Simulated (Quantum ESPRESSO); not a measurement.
The system is RbCl.

```
Rb Cl
1.0
     0.00000    3.27400    3.27400
     3.27400    0.00000    3.27400
     3.27400    3.27400    0.00000
Rb Cl
1 1
Direct
  0.00000 0.00000 0.00000
  0.50000 0.50000 0.50000
```

Base run:

| Item | Value |
| --- | --- |
| Program | Quantum ESPRESSO 7.5 |
| Functional | PBEsol |
| Potentials or basis | GBRV 1.5 PBEsol |
| Cutoff | 612 eV |
| Density cutoff | 4898 eV |
| k mesh | 7 × 7 × 7 |
| Occupations | fermi-dirac, width 0.05 eV |
| Spin | no spin polarisation |

Its results: band gap on the k mesh 4.89 eV, direct; pressure -0.1 GPa.

The run is repeated on the same cell with these changes: functional from PBEsol to LDA; potentials or basis from GBRV 1.5 PBEsol to GBRV 1.5 LDA. What comes out?

Band gap on the k mesh 4.59 eV, direct; pressure -1.4 GPa.
